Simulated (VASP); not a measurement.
Hf:

```
Hf
1.0
     0.00000    2.23527    2.23527
     2.23527    0.00000    2.23527
     2.23527    2.23527    0.00000
Hf
1
Cartesian
  0.0000 0.0000 0.0000
```

This isn't the form of Hf at room conditions, which is hcp.

```yaml
Program: VASP 6.6.1
Task: relaxation of cell and atoms
Functional: PBEsol
Potentials_or_basis: VASP PAW PBE potentials, release 64 (Hf)
Cutoff: 580 eV
k_mesh: 16 × 16 × 16
Occupations: gaussian, width 0.1 eV
Spin: no spin polarisation
```

At the start: pressure -4.5 GPa; volume 22.34 Å³/atom.

Task: Where does the relaxation end?

Result: Over 6 steps the energy falls by 13.9 meV/atom and the volume is 21.39 Å³/atom (-4.2 %); space group Fm-3m (No. 225, to 0.05 Å).

Step by step:
```tsv
step	energy change (eV)	largest force (eV/Å)	pressure (GPa)	volume (Å³)
1	0.0000	0.0000	-4.53	22.34
2	0.0052	0.0000	6.14	20.36
3	-0.0139	0.0000	-0.06	21.40
4	-0.0139	0.0000	0.04	21.38
5	-0.0139	0.0000	-0.04	21.40
6	-0.0139	0.0000	-0.01	21.39
```

Final structure:
```
CELL_PARAMETERS angstrom
0.00000 2.20323 2.20323
2.20323 0.00000 2.20323
2.20323 2.20323 0.00000
ATOMIC_POSITIONS crystal
Hf 0.00000 0.00000 0.00000
```

Caveat: the PAW data sets were made with another functional, which shifts forces and pressure a little.
